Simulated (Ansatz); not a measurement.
Input of an Ansatz 0.2.0 run:

File input.yaml:

```yaml
crystal:
  lattice:
    - [2.7513778946, 0.0, 0.0]
    - [-1.3756889473, 2.3827631521, 0.0]
    - [0.0, 0.0, 4.46229]
  atoms:
    - { symbol: Ir, position: [0.3333333333, 0.6666666667, 0.25] }
    - { symbol: Ir, position: [0.6666666667, 0.3333333333, 0.75] }
hamiltonian:
  xc: pbesol
  pseudopotentials: { kind: paw }
kpoints:
  mp_grid: { grid: [11, 11, 6] }
  band_path:
    path:
      - [[0.0, 0.0, 0.0], [0.5, 0.0, 0.0], [0.3333333333, 0.3333333333, 0.0], [0.0, 0.0, 0.0], [0.0, 0.0, 0.5], [0.5, 0.0, 0.5], [0.3333333333, 0.3333333333, 0.5], [0.0, 0.0, 0.5]]
      - [[0.5, 0.0, 0.5], [0.5, 0.0, 0.0]]
      - [[0.3333333333, 0.3333333333, 0.0], [0.3333333333, 0.3333333333, 0.5]]
    npoints: 14
scf:
  occupations: { method: fermi_dirac, width: 0.05 }
  n_extra_bands: 6
output:
  forces: true
  stress: true
  eigenvalues: true
  fatbands: false
  write_density: true
  write_potential: true
  elf: true
  volumetric_format: npy
```

Potentials or basis: Ansatz PAW.

The run is started by

```bash
$ ansatz run input.yaml --threads 2 --pin off --max-ram 5632MiB --backend cpu --events-out ev --progress --plain --runs-dir out
```

(1) Predict the band gap on the k mesh.

(2) What does it give for the pressure?

Results:

(1) none (metal or under the smearing width).

(2) -12.4 GPa.

Caveat: spin-orbit coupling is left out, which moves the levels of the heavy elements; the PAW data sets come from PBE, with cores solved anew for the run's functional, which leaves a small shift of forces and pressure.
